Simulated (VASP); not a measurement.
# Rb (P6_3/mmc) in VASP: relaxation of cell and atoms with PBE

Aim: the relaxation of cell and atoms of Rb with PBE.

All numbers are computed with VASP 6.6.1; they aren't measurements. Logs are shortened: lines on timing, memory, paths and dates and some standing lists are left out, and cuts for length are marked.

**1. The crystal as given**

The structure is hexagonal, space group P6_3/mmc (No. 194). The conventional cell has a = 4.980 Å, b = 4.980 Å, c = 8.134 Å, α = 90.00°, β = 90.00°, γ = 120.00°.

The cell was built by a generator and needn't be a form met in nature.

**2. Relaxation of cell and atoms, PBE**

Contents of INCAR:

```
SYSTEM = Rb
  PREC = Accurate
  ENCUT = 600
  EDIFF = 1E-6
  ISMEAR = 0
  SIGMA = 0.05
  LREAL = .False.
  LASPH = .True.
  NELM = 100
  ALGO = Fast
  ISIF = 3
  LWAVE = .False.
  LCHARG = .False.
  GGA = PE
  IBRION = 2
  NSW = 80
  EDIFFG = -0.03
```

Contents of KPOINTS:

```
regular mesh
0
Gamma
  6 6 4
  0 0 0
```

Contents of POSCAR:

```
Rb
1.0
    4.9797773258      0.0000000000      0.0000000000
   -2.4898886629      4.3126136693      0.0000000000
    0.0000000000      0.0000000000      8.1336362988
Rb
2
Direct
    0.3333333333      0.6666666667      0.7500000000
    0.6666666667      0.3333333333      0.2500000000
```

Potentials or basis: VASP PAW PBE potentials, release 64 (Rb_sv).

On the command line:

```console
$ cat potpaw_PBE.64/Rb_sv/POTCAR > POTCAR
$ mpirun -np 1 vasp_std > vasp.out
```

OUTCAR:

```text
SYSTEM = Rb
   PREC = Accurate
   ENCUT = 600
   EDIFF = 1E-6
   ISMEAR = 0
   LREAL = .False.
   LASPH = .True.
   NELM = 100
   ISIF = 3
   GGA = PE
   IBRION = 2
   NSW = 80
   EDIFFG = -0.03

 ion  position               nearest neighbor table
   1  0.333  0.667  0.750-   2 4.98   2 4.98   2 4.98   2 4.98   2 4.98   2 4.98
   2  0.667  0.333  0.250-   1 4.98   1 4.98   1 4.98   1 4.98   1 4.98   1 4.98

  LATTYP: Found a hexagonal cell.
 ALAT       =     4.9797773258
 C/A-ratio  =     1.6333333333

  Lattice vectors:

 A1 = (   4.9797773258,   0.0000000000,   0.0000000000)
 A2 = (  -2.4898886629,   4.3126136693,   0.0000000000)
 A3 = (   0.0000000000,   0.0000000000,   8.1336362988)

Analysis of symmetry for initial positions (statically):
=====================================================================
 Subroutine PRICEL returns:
 Original cell was already a primitive cell.

 Routine SETGRP: Setting up the symmetry group for a
 hexagonal supercell.

 Subroutine GETGRP returns: Found 24 space group operations
 (whereof 12 operations were pure point group operations)
 out of a pool of 24 trial point group operations.

The static configuration has the point symmetry D_3d.
 The point group associated with its full space group is D_6h.

Analysis of symmetry for dynamics (positions and initial velocities):
=====================================================================
 Subroutine PRICEL returns:
 Original cell was already a primitive cell.

 Routine SETGRP: Setting up the symmetry group for a
 hexagonal supercell.

 Subroutine GETGRP returns: Found 24 space group operations
 (whereof 12 operations were pure point group operations)
 out of a pool of 24 trial point group operations.

The dynamic configuration has the point symmetry D_3d.
 The point group associated with its full space group is D_6h.

 Subroutine INISYM returns: Found 24 space group operations
 (whereof 12 operations are pure point group operations),
 and found     1 'primitive' translations

----------------------------------------------------------------------------------------

                                     Primitive cell

  volume of cell :     174.6768

  direct lattice vectors                    reciprocal lattice vectors
     4.979777326  0.000000000  0.000000000     0.200812192  0.115938973  0.000000000
    -2.489888663  4.312613669  0.000000000     0.000000000  0.231877946  0.000000000
     0.000000000  0.000000000  8.133636299     0.000000000  0.000000000  0.122946240

  length of vectors
     4.979777326  4.979777326  8.133636299     0.231877946  0.231877946  0.122946240

  position of ions in fractional coordinates (direct lattice)
     0.333333333  0.666666667  0.750000000
     0.666666667  0.333333333  0.250000000

  ion indices of the primitive-cell ions
   primitive index   ion index
                 1           1
                 2           2

----------------------------------------------------------------------------------------

 KPOINTS: regular mesh

Automatic generation of k-mesh.
 Grid dimensions read from file:
 generate k-points for:    6    6    4

 Generating k-lattice:

  Cartesian coordinates                     Fractional coordinates (reciprocal lattice)
     0.033468699  0.019323162  0.000000000     0.166666667  0.000000000  0.000000000
     0.000000000  0.038646324  0.000000000     0.000000000  0.166666667  0.000000000
     0.000000000  0.000000000  0.030736560     0.000000000  0.000000000  0.250000000

  Length of vectors
     0.038646324  0.038646324  0.030736560

  Shift w.r.t. Gamma in fractional coordinates (k-lattice)
     0.000000000  0.000000000  0.000000000

 Subroutine IBZKPT returns following result:
 ===========================================

 Found     21 irreducible k-points:

 Following reciprocal coordinates:
            Coordinates               Weight
  0.000000  0.000000  0.000000      1.000000
  0.166667  0.000000  0.000000      6.000000
  0.333333  0.000000  0.000000      6.000000
  0.500000  0.000000  0.000000      3.000000
  0.166667  0.166667  0.000000      6.000000
  0.333333  0.166667  0.000000     12.000000
[... 13 lines left out ...]
  0.333333  0.166667  0.500000     12.000000
  0.333333  0.333333  0.500000      2.000000
   k-points           NKPTS =     21   k-points in BZ     NKDIM =     21   number of bands    NBANDS=     13
   number of dos      NEDOS =    301   number of ions     NIONS =      2
   total plane-waves  NPLWV = 112000
   dimension x,y,z NGX =    40 NGY =   40 NGZ =   70
   dimension x,y,z NGXF=    80 NGYF=   80 NGZF=  140
   ions per type =               2
   NGX,Y,Z   is equivalent  to a cutoff of  13.35, 13.35, 14.31 a.u.
   NGXF,Y,Z  is equivalent  to a cutoff of  26.71, 26.71, 28.62 a.u.
 SYSTEM =  Rb
   PREC   = accura    normal or accurate (medium, high low for compatibility)
   ISTART =      0    job   : 0-new  1-cont  2-samecut
   ICHARG =      2    charge: 1-file 2-atom 10-const
   ISPIN  =      1    spin polarized calculation?
   LNONCOLLINEAR =      F non collinear calculations
   LSORBIT =      F    spin-orbit coupling
   LASPH  =      T    aspherical Exc in radial PAW
   ENCUT  =  600.0 eV  44.10 Ry    6.64 a.u.   9.95  9.95 16.24*2*pi/ulx,y,z
   NELM   =    100;   NELMIN=  2; NELMDL= -5     # of ELM steps
   EDIFF  = 0.1E-05   stopping-criterion for ELM
   LREAL  =      F    real-space projection
   EDIFFG = -.3E-01   stopping-criterion for IOM
   NSW    =     80    number of steps for IOM
   IBRION =      2    ionic relax: 0-MD 1-quasi-New 2-CG
   NFREE  =      1    steps in history (QN), initial steepest desc. (CG)
   ISIF   =      3    stress and relaxation
   ISYM   =      2    0-nonsym 1-usesym 2-fastsym
   POTIM  = 0.5000    time-step for ionic-motion
   TEBEG  =    0.0;   TEEND  =   0.0 temperature during run
   PSTRESS=    0.0 pullay stress
   NELECT =      18.0000    total number of electrons
   NUPDOWN=      -1.0000    fix difference up-down
   EMIN   =  10.00;   EMAX   =-10.00  energy-range for DOS
   EFERMI =   0.00;   METHOD = LEGACY
   ISMEAR =     0;   SIGMA  =   0.05  broadening in eV -4-tet -1-fermi 0-gaus
   EFERMI_NEDOS =   21; number of points for ismear=-14 and -15
   IALGO  =     68    algorithm
   IMIX   =      4    mixing-type and parameters
     AMIX     =   0.40;   BMIX     =  1.00
     AMIX_MAG =   1.60;   BMIX_MAG =  1.00
  volume/ion in A,a.u.               =      87.34       589.39
  Fermi-wavevector in a.u.,A,eV,Ry     =   0.767516  1.450394  8.014924  0.589080
  Thomas-Fermi vector in A             =   1.868089
   LORBIT       =      0    0 simple, 1 ext, 2 COOP (PROOUT), +10 PAW based schemes
   GGA     = PE    functional components
   LHFCALC =     F    Hartree Fock is set to
   AEXX    =    0.0000 exact exchange contribution
   IVDW    =     0    specifies the selected vdW correction
   LEPSILON=     F    determine dielectric tensor
   LRPA    =     F    only Hartree local field effects (RPA)
 conjugate gradient relaxation of ions
 non-spin polarized calculation
 RMM-DIIS sequential band-by-band and
 Gauss-broadening in eV      SIGMA  =   0.05
  energy-cutoff  :      600.00
  volume of cell :      174.68
 maximum number of plane-waves:      5847
 NGX is ok and might be reduce to    40
   NGX = 19   NGY = 19   NGZ = 33

--------------------------------------- Ionic step        1  -------------------------------------------

 number of electron      18.0000000 magnetization

 Free energy of the ion-electron system (eV)
  ---------------------------------------------------
  ext. energy  EPLUGINS =         0.00000000
  ---------------------------------------------------
  free energy    TOTEN  =        -1.87241439 eV

  energy without entropy =       -1.87133382  energy(sigma->0) =       -1.87187410

------------------------ aborting loop because EDIFF is reached ----------------------------------------

  FORCE on cell =-STRESS in cart. coord.  units (eV):
  Direction    XX          YY          ZZ          XY          YZ          ZX
  --------------------------------------------------------------------------------------
  -------------------------------------------------------------------------------------
  Total        0.2307687      0.2307687      0.0103502      0.0000000      0.0000000      0.0000000
  in kB        2.1166659      2.1166659      0.0949344      0.0000000      0.0000000      0.0000000
  external PRESSURE =       1.4427554 kB  Pullay stress =       0.0000000 kB
[... 21 lines left out ...]
  energy  without entropy=       -1.8713338167  energy(sigma->0) =       -1.87187410

--------------------------------------- Ionic step        2  -------------------------------------------

 number of electron      18.0000000 magnetization

 E-fermi :   0.0216     XC(G=0):  -5.5375

 val. band max:       -0.0393614536   @ k =   0.3333   0.1667   0.2500
 cond. band min:       0.1117545564   @ k =   0.5000   0.0000   0.0000
 fundamental gap:      0.1511160100
 Fermi energy:         0.0215966629

 k-point     1 :       0.0000    0.0000    0.0000
  band No.  band energies     occupation
      1     -28.8017      2.00000
      2     -28.7972      2.00000
      3     -12.9476      2.00000
      4     -12.8573      2.00000
      5     -12.8573      2.00000
      6     -12.8426      2.00000
      7     -12.8426      2.00000
      8     -12.8415      2.00000
      9      -1.9333      2.00000
     10       0.2197      0.00000
     11       0.7697      0.00000
     12       3.5658      0.00000
     13       3.5681      0.00000
[... 351 lines left out ...]
  energy  without entropy=       -1.8735856104  energy(sigma->0) =       -1.87412873

--------------------------------------- Ionic step        3  -------------------------------------------

 number of electron      18.0000000 magnetization

 Free energy of the ion-electron system (eV)
  ---------------------------------------------------
  ext. energy  EPLUGINS =         0.00000000
  ---------------------------------------------------
  free energy    TOTEN  =        -1.87801823 eV

  energy without entropy =       -1.87690714  energy(sigma->0) =       -1.87746268

 E-fermi :  -0.0683     XC(G=0):  -5.4557

 val. band max:       -0.1290647508   @ k =   0.3333   0.1667   0.2500
 cond. band min:       0.0147060544   @ k =   0.5000   0.0000   0.0000
 fundamental gap:      0.1437708052
 Fermi energy:        -0.0683042537

 k-point     1 :       0.0000    0.0000    0.0000
  band No.  band energies     occupation
      1     -28.8956      2.00000
      2     -28.8915      2.00000
      3     -13.0359      2.00000
      4     -12.9545      2.00000
      5     -12.9545      2.00000
      6     -12.9401      2.00000
      7     -12.9401      2.00000
      8     -12.9380      2.00000
      9      -1.9649      2.00000
     10       0.1881      0.00000
     11       0.7186      0.00000
     12       3.4317      0.00000
     13       3.4344      0.00000
[... 347 lines left out ...]
  FREE ENERGIE OF THE ION-ELECTRON SYSTEM (eV)
  ---------------------------------------------------
  free  energy   TOTEN  =        -1.8780182275 eV

  energy  without entropy=       -1.8769071355  energy(sigma->0) =       -1.87746268

 reached required accuracy - stopping structural energy minimisation
```

Wall time 2.6 min (1 thread of Intel Xeon Platinum 8559C (Emerald Rapids), shared host); peak memory 0.34 GiB.

Results:

* Free energy: -1.8780 eV
* Relaxed volume: 91.36 Å³/atom
* Relaxed cell: a = 5.091 Å, b = 5.091 Å, c = 8.142 Å, α = 90.00°, β = 90.00°, γ = 120.00°
* Space group after relaxing (to 0.05 Å): P6_3/mmc (No. 194)
* Energy gained by relaxing: 2.8 meV/atom
* Ionic steps: 3
* Pressure after relaxing: 0.0 GPa
* Band gap on the k mesh: none (metal or under the smearing width)

The path:
```
step  energy change (eV)  largest force (eV/Å)  pressure (GPa)  volume (Å³)
   1              0.0000                0.0000            0.14       174.68
   2             -0.0023                0.0000            0.11       176.67
   3             -0.0056                0.0000            0.01       182.72
```

Final structure:
```cif
data_structure
_symmetry_space_group_name_H-M 'P 1'
_symmetry_Int_Tables_number 1
_cell_length_a 5.0907
_cell_length_b 5.0907
_cell_length_c 8.1418
_cell_angle_alpha 90.000
_cell_angle_beta 90.000
_cell_angle_gamma 120.000
_cell_volume 182.72
loop_
_atom_site_label
_atom_site_type_symbol
_atom_site_fract_x
_atom_site_fract_y
_atom_site_fract_z
_atom_site_occupancy
Rb1 Rb 0.33333 0.66667 0.75000 1
Rb2 Rb 0.66667 0.33333 0.25000 1
```
